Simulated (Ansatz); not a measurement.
# Photoemission of C(111) with NH2 on 25 % of the top atoms and H on the rest, part 4 of 4

What would XPS and angle-resolved spectra of C(111) with NH2 on 25 % of the top atoms and H on the rest look like?

Ansatz 0.2.0; DFT, PBE, plane-wave PAW, default files, scalar-relativistic.

So far. Step 3 (Layer-resolved bands, DOS and potential): The largest force component on a free atom is 0.011 eV/Å, so the atoms are at rest for these settings too.

**4. Core holes**

XPS shifts tell sites apart. Each chosen atom gets a core hole in a self-consistent pass of its own.

File input.yaml:

```yaml
crystal:
  lattice:
    - [5.044499777, 0.0, 0.0]
    - [2.5222498885, 4.3686649563, 0.0]
    - [0.0, 0.0, 21.6636689229]
  atoms:
    - { symbol: H, position: [0.1158038893, 0.0894745801, 0.6754991512] }
    - { symbol: H, position: [0.7947215307, 0.0894745801, 0.6754991512] }
    - { symbol: N_h, position: [0.0108157244, -0.0216314488, 0.6577990173] }
    - { symbol: H, position: [0.5014737598, -0.0029475196, 0.6380523691] }
    - { symbol: H, position: [0.0003908759, 0.504218308, 0.6380708365] }
    - { symbol: H, position: [0.4953908161, 0.504218308, 0.6380708365] }
    - { symbol: C_h, position: [0.0006095328, -0.0012190656, 0.5895819146] }
    - { symbol: C, position: [0.5002122439, -0.0004244879, 0.5870481296] }
    - { symbol: C, position: [0.0001735928, 0.4992764832, 0.5872080957] }
    - { symbol: C_h, position: [0.500549924, 0.4992764832, 0.5872080957] }
    - { symbol: C_h, position: [0.8334783371, 0.3330433258, 0.5649608868] }
    - { symbol: C, position: [0.3334092213, 0.3331815574, 0.564547464] }
    - { symbol: C, position: [0.8339650239, 0.8324997357, 0.5649731292] }
    - { symbol: C, position: [0.3335352403, 0.8324997357, 0.5649731292] }
    - { symbol: C, position: [0.8338026628, 0.3323946744, 0.493321918] }
    - { symbol: C, position: [0.3334524066, 0.3330951867, 0.4930883095] }
    - { symbol: C, position: [0.8338280983, 0.833793611, 0.493323925] }
    - { symbol: C, position: [0.3323782908, 0.833793611, 0.493323925] }
    - { symbol: C_h, position: [0.1665788805, 0.1666104191, 0.4694268553] }
    - { symbol: C, position: [0.6668107004, 0.1666104191, 0.4694268553] }
    - { symbol: C, position: [0.1666690755, 0.666661849, 0.4694542245] }
    - { symbol: C, position: [0.6666856523, 0.6666286954, 0.4696852378] }
    - { symbol: C, position: [0.1666666665, 0.166666667, 0.398125181] }
    - { symbol: C, position: [0.6666666665, 0.166666667, 0.398125181] }
    - { symbol: C, position: [0.1666666665, 0.666666667, 0.398125181] }
    - { symbol: C, position: [0.6666666665, 0.666666667, 0.398125181] }
    - { symbol: C, position: [0.0, 0.0, 0.374359488] }
    - { symbol: C, position: [0.5, 0.0, 0.374359488] }
    - { symbol: C, position: [0.0, 0.5, 0.374359488] }
    - { symbol: C, position: [0.5, 0.5, 0.374359488] }
    - { symbol: H, position: [0.0, 0.0, 0.323121629] }
    - { symbol: H, position: [0.5, 0.0, 0.323121629] }
    - { symbol: H, position: [0.0, 0.5, 0.323121629] }
    - { symbol: H, position: [0.5, 0.5, 0.323121629] }
kpoints:
  mp_grid: { grid: [6, 6, 1] }
scf:
  occupations: { method: fermi_dirac, width: 0.02 }
  n_extra_bands: 24
hamiltonian:
  xc: pbe
  pseudopotentials: { kind: paw }
output:
  forces: true
  write_potential: true
  volumetric_format: []
  core_levels:
    shells: { N_h: "1s", C_h: "1s" }
    counted_from: conduction_bottom
    add_spin: false
efield:
  axis: 3
  dipole_correction: true
```

On the command line:

```bash
$ ansatz run input.yaml --threads 4 --pin off --max-ram 11264MiB --backend cpu --events-out ev --progress --plain --runs-dir out
```

Numbers of over 12 decimals in the logs are rounded to 6 here.

The log of the run:

```text
[...]
Crystal: 34 atoms, lattice volume = 477.418 Å³
Basis set: ecut = 420 eV, 9415 PW (Γ), exchange–correlation on 72×72×300 points (8 copies of the dense FFT grid, shifted against one another)
Bands: 79, of which v1, the nominal top of the filled ones, is band 55 counted from 1 (54 counted from 0)
Symmetry: 1 space group operations
[...]
k-points: 20 of 36 (time reversal used)
[...]
SCF iter   1: F=—  HF=-6548.731100 eV  |F-HF|=—  |Δ(HF+E_count)|=         —  Δρ=3.53e-3  dr2=1.84e-1  ethr=1.77e-3  p=0.090 e·Å  D=3.41e-2 V/Å  ΔV_dip=-0.74 eV  dr2_dipole=3.87e-2  V_vac-E_F(+/−)=2.60/3.34 eV  ⟨swp⟩=16.2  Hψ=12717  notcnv=0  defer=205
[...]
SCF iter   8: F=-6548.698414 eV  HF=-6548.698414 eV  |F-HF|=3.51e-9  |Δ(HF+E_count)|=   3.50e-8  Δρ=2.19e-6  dr2=1.91e-8  ethr=9.09e-11  p=-0.008 e·Å  D=-3.13e-3 V/Å  ΔV_dip=0.07 eV  dr2_dipole=7.66e-10  V_vac-E_F(+/−)=2.40/2.33 eV  ⟨swp⟩=32.5  Hψ=18703  notcnv=0
SCF 1 converged in 8 iterations: F = -6548.698414 eV  dr2 = 1.91e-8
[...]
── core hole 1/5: 1s of N_h 2 ──
── 1s of N_h 2: 399.848 eV over the cell without the hole, in 17 iterations ──
── core hole 2/5: 1s of C_h 6 ──
── 1s of C_h 6: 287.661 eV over the cell without the hole, in 19 iterations ──
── core hole 3/5: 1s of C_h 9 ──
── 1s of C_h 9: 286.635 eV over the cell without the hole, in 23 iterations ──
── core hole 4/5: 1s of C_h 10 ──
── 1s of C_h 10: 287.051 eV over the cell without the hole, in 17 iterations ──
── core hole 5/5: 1s of C_h 18 ──
── 1s of C_h 18: 287.147 eV over the cell without the hole, in 13 iterations ──
SCF converged after 8 iterations
Free energy (F): -6548.698414 eV
[...]
Internal energy: -6548.698414 eV  (E = F + TS)
E sigma→0 (E₀):  -6548.698414 eV
Fermi energy:    2.851928 eV
Dipole field:    D = -0.003158 V/Å  (p = -0.008332 e·Å, saw-weighted, corrected)
Work function:   Φ+ = 2.3972 eV   Φ− = 2.3286 eV
[...]
--- Forces (eV/Å), atoms counted from 1 ---
  atom   1  H       0.00270549     0.00616165     0.00174813
  atom   2  H      -0.00270559     0.00616166     0.00174819
  atom   3  N_h     0.00000003    -0.00814612    -0.01094602
  atom   4  H      -0.00000001    -0.00101191     0.00073336
  atom   5  H      -0.00109833    -0.00006039     0.00289150
  atom   6  H       0.00109834    -0.00006042     0.00289102
  atom   7  C_h    -0.00000007    -0.00047505     0.00925454
  atom   8  C      -0.00000001     0.00300023    -0.00387383
  atom   9  C       0.00898681     0.00346164    -0.00199824
  atom  10  C_h    -0.00898682     0.00346156    -0.00199807
  atom  11  C_h    -0.00000005    -0.00376245     0.00141943
  atom  12  C       0.00000006    -0.00407428     0.00056153
  atom  13  C      -0.00305126     0.00025316    -0.00352576
  atom  14  C       0.00305135     0.00025303    -0.00352546
  atom  15  C       0.00000004     0.00211872    -0.00010386
  atom  16  C      -0.00000005     0.00075952     0.00194649
  atom  17  C      -0.00257167    -0.00209767    -0.00048463
  atom  18  C       0.00257162    -0.00209762    -0.00048492
  atom  19  C_h     0.00032371     0.00025594     0.00153500
  atom  20  C      -0.00032364     0.00025594     0.00153508
  atom  21  C       0.00000000    -0.00179195    -0.00160281
  atom  22  C       0.00000006     0.00180317    -0.00030474
  atom  23  C      -0.01578531    -0.01447164    -0.91759985
  atom  24  C       0.01578536    -0.01447183    -0.91760008
  atom  25  C      -0.00000010     0.01613457    -0.90864500
  atom  26  C       0.00000007     0.00751131    -0.81373486
  atom  27  C      -0.00000010     0.00102261     0.75715269
  atom  28  C       0.00000015     0.00111477     0.78090664
  atom  29  C      -0.00015412    -0.00055202     0.78795866
  atom  30  C       0.00015410    -0.00055213     0.78795860
  atom  31  H      -0.00000001    -0.00094812     0.11008039
  atom  32  H       0.00000002    -0.00126327     0.11145017
  atom  33  H      -0.00136182     0.00106019     0.11244296
  atom  34  H       0.00136180     0.00106016     0.11244287
  max |Σ_I F_I| component: 2.29e-4 eV/Å
--- Band table (eV; the first three rows and the last of 20) ---
  k-point 0: bands = [... 51 lower, 0.4094, 0.5153, 1.4684, 1.5026, 4.1979, 4.3979, 5.5395, 6.1999, ... 20 higher]
  k-point 1: bands = [... 51 lower, 0.0638, 0.1003, 0.8118, 1.2094, 4.3824, 4.5578, 5.7259, 6.3860, ... 20 higher]
  k-point 2: bands = [... 51 lower, -0.6341, -0.3341, 0.1362, 0.5557, 4.8799, 5.0293, 6.2526, 6.5242, ... 20 higher]
  k-point 19: bands = [... 51 lower, -0.5182, -0.3286, -0.2106, 0.1263, 5.6397, 5.7830, 5.8078, 6.0039, ... 20 higher]
--- Core levels from the conduction bottom, as differences alone (as output.core_levels.counted_from types it; a hole's nearest image at 5.0 Å) ---
  the holes have no spin, as output.core_levels.add_spin types it
  atom         alike  shell      binding/eV   shift/eV difference/eV images/eV   SCF
  N_h 2            1     1s               –     +0.000       399.848         –    17
  C_h 6            1     1s               –     +0.000       287.661         –    19
  C_h 9            1     1s               –     -1.026       286.635         –    23
  C_h 10           1     1s               –     -0.610       287.051         –    17
  C_h 18           1     1s               –     -0.514       287.147         –    13
  the dataset of N_h with a 1s hole: scattering error 0.002 eV (0.002 eV in the local channel); free atom: scalar-relativistic, large and small components
  the dataset of C_h with a 1s hole: scattering error 0.003 eV (0.001 eV in the local channel); free atom: scalar-relativistic, large and small components
```

It took 4.6 min on 4 threads of Arm Neoverse V2, shared host; peak memory 1.5 GiB; 18 min of CPU time.

This step gave:

- symmetry operations: 1

Each level is the free energy with the hole less that without it. The electron stays in the lowest empty state, so these are excitation energies, not binding energies. The hole's nearest image is 5.0 Å away, and the holes carry no spin, so absolute levels are rough.

| atom | region | shell | level (eV) | shift (eV) | j lines (eV) | doubts |
| --- | --- | --- | --- | --- | --- | --- |
| N3 | adsorbate | 1s | 399.85 | - | - | - |
| C7 | layer 1 | 1s | 287.66 | +0.51 | - | - |
| C10 | layer 1 | 1s | 286.64 | -0.51 | - | - |
| C11 | layer 2 | 1s | 287.05 | -0.10 | - | - |
| C19 | middle | 1s | 287.15 | +0.00 | - | - |

Shifts count from the last listed atom of each element. With the electron kept in the cell, its attraction to the hole differs by site and enters these shifts.

The C 1s lines of the listed atoms alone (other atoms of the cell aren't counted), as Gaussians 0.5 eV wide, no depth weighting. The intensity by C 1s level; read off at these points:

| C 1s level (eV) | intensity (%) |
| --- | --- |
| 285.60 | 3.4e-4 |
| 285.80 | 0.0213 |
| 286.00 | 0.552 |
| 286.20 | 5.92 |
| 286.40 | 26.6 |
| 286.60 | 54.3 |
| 286.80 | 72.3 |
| 287.00 | 96.1 |
| 287.07 | 100.0 |
| 287.20 | 90.2 |
| 287.40 | 58.8 |
| 287.60 | 52.8 |
| 287.80 | 39.4 |
| 288.00 | 13.5 |
| 288.20 | 1.92 |
| 288.40 | 0.113 |
| 288.60 | 0.00276 |

**5. What came out**

```json
{"ionisation potential": "3.75 eV (upper face; lower face 3.68 eV)", "electron affinity (Kohn–Sham)": "1.05 eV (slab's lowest empty level against the upper vacuum)", "C core shifts among the listed atoms, from the last listed one": "-0.51 to +0.51 eV"}
```

In words: The valence top of C(111) with NH2 on 25 % of the top atoms and H on the rest lies 3.75 eV (upper face; lower face 3.68 eV) below the vacuum and the lowest empty level 1.05 eV below the vacuum of the upper face. That empty level sits on the upper face (82 % of its weight), so it is a surface level and no edge of the bulk's conduction band. These regions are too coarse for a count of the upper face's surface states. The upper face's value lies 0.07 eV above that of the hydrogen-covered lower face; the difference is the dipole step of the groups. Core shifts: C -0.51 to +0.51 eV. Among the sites run, the most bound C 1s level is that of C7 (layer 1), bonded to 3 C and 1 N; the least bound, 1.03 eV shallower, that of C10 (layer 1), bonded to 3 C and 1 H. That is the order that electronegative neighbours give as a rule, though screening of the hole enters too. These are excitation energies with the electron kept in the cell, so its attraction to the hole, which differs by site, enters the order. At 21.2 eV the valence spectrum has its highest listed peaks within 10.8 eV at 1.8 eV (mixed, C 2p leading), 2.9 eV (C 2p), 4.8 eV (C 2p), 6.0 eV (C 2p) and 7.5 eV (C 2p). At 1486.7 eV the valence spectrum has its highest listed peaks within 21.9 eV at 10.9 eV (C 2s), 14.6 eV (C 2s), 15.7 eV (C 2s), 17.7 eV (C 2s) and 18.6 eV (C 2s). The shell named is the one with most of the intensity, cross sections included, not always the one with most states there. In the main run, from 1486.7 eV towards hard X-rays the C 2s share grows by 11 points, as its cross section falls more slowly with photon energy than those of the shells it gains on. The slab's own atoms span 4.7 Å, so bulk bands appear as a few quantum-well levels, and states of the two faces can mix. The affinity uses the Kohn–Sham gap, which is too small, so the true affinity is lower and the true ionisation potential usually higher.

[Logs are printed without paths, hosts, clocks, repeated set-up lines and the standing remarks that a program may print on its own settings, such as how far it seeks lower states.]

[Hosts, paths, dates, database ids (printed as entryN), source tags and the programs' standing remarks are cut or masked in the printed files.]

[Maps of the electrostatic potential energy from Ansatz leave out the sawtooth potential of an applied field or a dipole correction, so their vacuum need not be flat; work functions include it.]
